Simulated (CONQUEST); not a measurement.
# MoSe2: equation of state with PBE

Crystal: MoSe2.

```xyz
12
Lattice="3.2880 0.0000 0.0000 0.0000 5.6950 0.0000 0.0000 0.0000 12.9000" Properties=species:S:1:pos:R:3 pbc="T T T"
Mo    0.0000    1.8983    3.2250
Mo    1.6440    4.7458    3.2250
Mo    0.0000    3.7967    9.6750
Mo    1.6440    0.9492    9.6750
Se    0.0000    1.8983    8.0625
Se    1.6440    4.7458    8.0625
Se    0.0000    3.7967    1.6125
Se    1.6440    0.9492    1.6125
Se    0.0000    1.8983   11.2875
Se    1.6440    4.7458   11.2875
Se    0.0000    3.7967    4.8375
Se    1.6440    0.9492    4.8375
```

```yaml
Program: CONQUEST 1.3
Task: equation of state
Functional: PBE
Potentials_or_basis: PseudoDojo NC PBE, DZ, grid of 32 × 60 × 128 points
k_mesh: 8 × 5 × 2
Occupations: fermi-dirac, width 0.05 eV
Spin: no spin polarisation
Solver: diagonalisation
SCF_tolerance: 1e-06
```

| Item | Value |
| --- | --- |
| Equilibrium volume | 22.02 Å³/atom (rough: see the caveat) |
| Bulk modulus at fixed shape and positions | 122 GPa (rough) |

Energy against volume, from the lowest point:
| volume (Å³/atom) | energy (meV/atom) |
| --- | --- |
| 18.922 | 212.76 |
| 19.324 | 152.37 |
| 19.727 | 103.53 |
| 20.129 | 64.74 |
| 20.532 | 35.14 |
| 20.935 | 13.90 |
| 21.337 | 0.00 |

All runs of the series together: 30 min on 1 thread of Intel(R) Xeon(R) Platinum 8124M CPU @ 3.00GHz (Skylake/Cascade Lake), on a shared host.

Caveat: the minimum lies outside the volumes run; the atomic basis is small; the cell was scaled at fixed shape and fractional positions, which overstates the stiffness of a crystal with free parameters, most of all of layers and chains; this functional lacks dispersion, which binds the layers, so the pressure and a relaxed spacing across them are unreliable; the basis of atomic orbitals isn't converged, which shifts pressures, moduli and gaps.
